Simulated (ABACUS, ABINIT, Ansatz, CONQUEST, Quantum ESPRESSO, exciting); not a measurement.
Cost and result for the band gap of GaP

It takes space group F-43m (No. 216, cubic). The conventional cell has a = 5.451 Å, b = 5.451 Å, c = 5.451 Å, α = 90.00°, β = 90.00°, γ = 90.00°. Ga (site symmetry -43m) has 4 P at 2.36 Å as nearest neighbours. P (site symmetry -43m) is surrounded by 4 Ga at 2.36 Å.

```tsv
rung	level	program and potentials	cutoff (eV)	k mesh	task	spin	core time	chip	band gap (eV)	notes
GGA	PBEsol	ABINIT, JTH PAW PBE v2.0	544	6 × 6 × 6	single point	off	14 s	Arm Neoverse V1	1.51	potentials made for PBE; 9 valence electrons an atom on average; mesh may miss the edge
GGA	PBE	CONQUEST, PseudoDojo NC PBE, SZP, grid cutoff 120 Ha	-	6 × 6 × 4	single point	off	24 s	Intel Xeon 6975P-C Granite Rapids	1.71	atomic basis; cell of 4 atoms; 9 valence electrons an atom on average
LDA	LDA	Ansatz, all-electron LAPW, scalar-relativistic	-	6 × 6 × 6	phonons	off	34 s	Arm Neoverse V1	1.49	mesh may miss the edge
LDA	LDA	ABINIT, JTH PAW LDA v2.0	544	8 × 8 × 8	band structure	off	44 s	Arm Neoverse V1	1.44	9 valence electrons an atom on average; from the band path
GGA	OLYP	ABINIT, JTH PAW PBE v2.0	544	8 × 8 × 8	band structure	off	47 s	Arm Neoverse V2	1.89	potentials made for PBE; 9 valence electrons an atom on average; from the band path
GGA	PW91	ABINIT, JTH PAW PBE v2.0	544	8 × 8 × 8	band structure	off	47 s	Arm Neoverse V2	1.59	potentials made for PBE; 9 valence electrons an atom on average; from the band path
GGA	BLYP	ABACUS, PseudoDojo NC SR 0.5 PBE stringent, plane waves	1551	6 × 6 × 6	single point	off	63 s	AMD EPYC 7R43 Zen 3	1.65	potentials made for PBE; 13 valence electrons an atom on average; mesh may miss the edge
GGA	PBE	Quantum ESPRESSO, PseudoDojo 0.5 SR PBE standard	1088	8 × 8 × 8	band structure	off	67 s	Arm Neoverse V1	1.60	9 valence electrons an atom on average; from the band path
GGA	B86bPBE	ABACUS, GBRV ultrasoft 1.5 PBE, plane waves	544	6 × 6 × 6	single point	off	99 s	Intel Xeon Platinum 8488C Sapphire Rapids	1.68	potentials made for PBE; 12 valence electrons an atom on average; mesh may miss the edge
GGA	PBE	exciting, all-electron LAPW+lo, shipped species files, valence relativity iora*	-	8 × 8 × 8	single point	off	2.4 min	Arm Neoverse V1	1.65	mesh may miss the edge
GGA	WC	ABINIT, PseudoDojo NC SR PBEsol v0.4.1 standard	1088	8 × 8 × 8	band structure	off	3.3 min	Arm Neoverse V2	1.46	potentials made for PBEsol; 9 valence electrons an atom on average; from the band path
LDA	LDA	ABINIT, PseudoDojo NC SR LDA v0.4.1 standard	1088	8 × 8 × 8	band structure	off	3.4 min	Arm Neoverse V1	1.45	9 valence electrons an atom on average; from the band path
GGA	PBE	ABINIT, JTH PAW PBE v2.0	544	8 × 8 × 8	band structure	SOC, no magnetisation	5.3 min	Arm Neoverse V1	1.57	9 valence electrons an atom on average; from the band path
```

Times are single runs on shared hosts and different chips, so they are rough; meshes, cutoffs and the tasks' sizes weigh on the time. Gaps are the least found on the k mesh or the band path, and a mesh can miss the band edges. The cell comes from a database and isn't always the measured one. Meshes differ between rows, which moves values too. All levels ran on this one cell, unrelaxed unless noted. Meshes are those of the run's cell of 2 atoms unless a note names another. Runs on faulty files, with rough fits or with known faults for this quantity aren't shown.

By rung: LDA 1.44 to 1.49; GGA 1.46 to 1.89; GGA with SOC 1.57; GGA in atomic bases 1.71 (eV).
